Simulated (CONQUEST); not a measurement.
Li in CONQUEST: convergence with k mesh

Input of the first run (k mesh 1 × 1 × 1); the others differ in this setting and in those tied to it:

The input Conquest_input:

```
IO.Title Li
IO.Coordinates coords.dat
IO.FractionalAtomicCoords T
IO.Iprint 2
IO.Iprint_init 1
General.NumberOfSpecies 1
General.PseudopotentialType hamann
AtomMove.TypeOfRun static
AtomMove.FullStress T
Grid.GridCutoff 120
DM.SolutionMethod diagon
Diag.MPMesh T
Diag.GammaCentred T
Diag.MPMeshX 1
Diag.MPMeshY 1
Diag.MPMeshZ 1
Diag.kT 0.00183747
minE.SCTolerance 1e-6
SC.MaxIters 100
IO.AtomChargeOutput T
%block ChemicalSpeciesLabel
1 6.940 Li
%endblock
```

Contents of coords.dat:

```
    6.6316158891     0.0000000000     0.0000000000
    0.0000000000     6.6316158891     0.0000000000
    0.0000000000     0.0000000000     6.6316158891
2
 -0.0057060000   0.0047310000   0.0013600000 1 T T T
  0.5103200000   0.5001310000   0.4957520000 1 T T T
```

Potentials or basis: PseudoDojo NC PBE, SZP, grid cutoff 120 Ha.

Command:

```console
$ OMP_NUM_THREADS=1 Conquest
```

The cell isn't the ideal one: atoms moved at random.

Hardware: 1 thread of AMD EPYC 7B13 (Zen 3), on a shared host.

```csv
k mesh,"energy less the tightest run, at zero smearing (meV/atom)",pressure (GPa),largest force (eV/Å),SCF cycles,CPU time (s),peak memory (GiB)
1 × 1 × 1,-2165.79,-7.14,0.091,4,11,0.29
2 × 2 × 2,92.74,-0.17,0.087,4,11,0.29
3 × 3 × 3,-75.59,-0.79,0.080,4,11,0.29
4 × 4 × 4,32.12,-0.34,0.083,4,11,0.29
6 × 6 × 6,2.17,-0.52,0.083,4,13,0.29
8 × 8 × 8,0.92,-0.53,0.083,4,16,0.29
9 × 9 × 9,2.15,-0.46,0.082,4,16,0.29
11 × 11 × 11,0.00,-0.49,0.083,4,20,0.29
```

Against the tightest run, the pressure stays within 0.1 GPa from 6 × 6 × 6 on; the largest force stays within 0.005 eV/Å from 2 × 2 × 2 on. Not settled before the last step: the energy (to 1 meV/atom). Meshes of other sizes hit other points, so gaps and Fermi surfaces needn't settle smoothly. The tightest run that finished is the yardstick and may itself not be fully converged.

Caveat, for the tightest run too: the atomic basis is small; the basis of atomic orbitals isn't converged, which shifts pressures, moduli and gaps.
